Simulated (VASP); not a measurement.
Set up this calculation in VASP 6.6.1, as the native input.

```yaml
Task: single point
Functional: PBE
Potentials_or_basis: VASP PAW PBE potentials, release 64 (Pb_d, S)
Cutoff: 520 eV
k_mesh: 7 × 4 × 4
Occupations: fermi-dirac, width 0.05 eV
Spin: no spin polarisation
Further_INCAR_settings: ALGO = Normal; EDIFF = 1e-07; NBANDS = 50
```

The structure of PbS lies in POSCAR:

```
PbS
1.0
    4.0699280000      0.0000000000      0.0000000000
    0.0000000000      5.6898180000      5.5735990000
    0.0000000000     -5.6898180000      5.5735990000
Pb S
4 4
Direct
    0.0000000000      0.8237310000      0.8237310000
    0.5000000000      0.1373870000      0.1373870000
    0.0000000000      0.3391490000      0.6631120000
    0.0000000000      0.6631120000      0.3391490000
    0.5000000000      0.6372510000      0.6372510000
    0.0000000000      0.3108960000      0.3108960000
    0.5000000000      0.1178520000      0.7748220000
    0.5000000000      0.7748220000      0.1178520000
```

Measurements of this composition are mostly on another form, of space group No. 225.

These files were run (other wordings do the same):

INCAR

```
ALGO = Normal ; EDIFF = 1E-7
ENCUT = 520 ; GGA = PE
ISIF = 2 ; ISMEAR = -1
LASPH = True ; LCHARG = False
LREAL = False ; LWAVE = False
NBANDS = 50 ; NELM = 100
PREC = Accurate ; SIGMA = 0.05
```

KPOINTS

```
k-points
0
Gamma
  7 4 4
```

Potentials or basis: VASP PAW PBE potentials, release 64 (Pb_d, S).

The run is started by

```console
$ cat potpaw_PBE.64/Pb_d/POTCAR potpaw_PBE.64/S/POTCAR > POTCAR
$ mpirun -np 1 vasp_std > vasp.out
```

Results of the run:

The pressure is 0.2 GPa. The largest force is 0.095 eV/Å and the band gap on the k mesh is 0.72 eV, indirect (least direct gap 0.88 eV).

Caveat: spin-orbit coupling is left out, which as a rule narrows the gap of such compounds by several tenths of an eV; an odd mesh through Γ misses points on the zone boundary, where band edges often lie.

It took 7.5 min on 1 thread of Intel(R) Xeon(R) 6975P-C (Granite Rapids), with other jobs on the host, peak memory 0.47 GiB.
